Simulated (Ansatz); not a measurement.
Ge under changes of volume

One of the cells (19.384 Å³/atom); the others are scaled copies at fixed shape and fractional positions:

```
CELL_PARAMETERS angstrom
-1.60842 1.60842 1.87318
1.60842 -1.60842 1.87318
1.60842 1.60842 -1.87318
ATOMIC_POSITIONS crystal
Ge 0.50000 0.50000 0.00000
```

The cell was built by a generator and needn't be a form met in nature.

| Item | Value |
| --- | --- |
| Program | Ansatz 0.2.0 |
| Functional | PBE |
| Potentials or basis | Ansatz PAW |
| Cutoff | 420 eV (not typed: the program's choice for these potentials) |
| k mesh | 12 × 12 × 12 |
| Occupations | fermi-dirac, width 0.05 eV |
| Spin | no spin polarisation |

| volume (Å³/atom) | energy over the lowest point (meV/atom) | pressure (GPa) |
| --- | --- | --- |
| 18.221 | 19.99 | 4.9 |
| 18.608 | ? | ? |
| 18.996 | 3.53 | 1.9 |
| 19.384 | 0.26 | 0.6 |
| 19.771 | 0.00 | -0.6 |
| 20.159 | 2.54 | -1.7 |
| 20.547 | 7.65 | -2.7 |

Task: What does the run at 18.608 Å³/atom give?

Result: Energy over the lowest point 10.00 meV/atom; pressure 3.3 GPa.

Worked out: A Birch-Murnaghan fit of order 3 (a polynomial in V^(-2/3)) to the other rows has its minimum at 19.61 Å³/atom with B0 = V·E''(V) = 60 GPa (rough, since the energies scatter) at fixed shape and positions, which overstates the stiffness. It gives 10.03 meV/atom at 18.608 Å³/atom, against the run's 10.00, and -dE/dV = 3.4 GPa, against 3.3.

Energies are extrapolated to zero smearing.
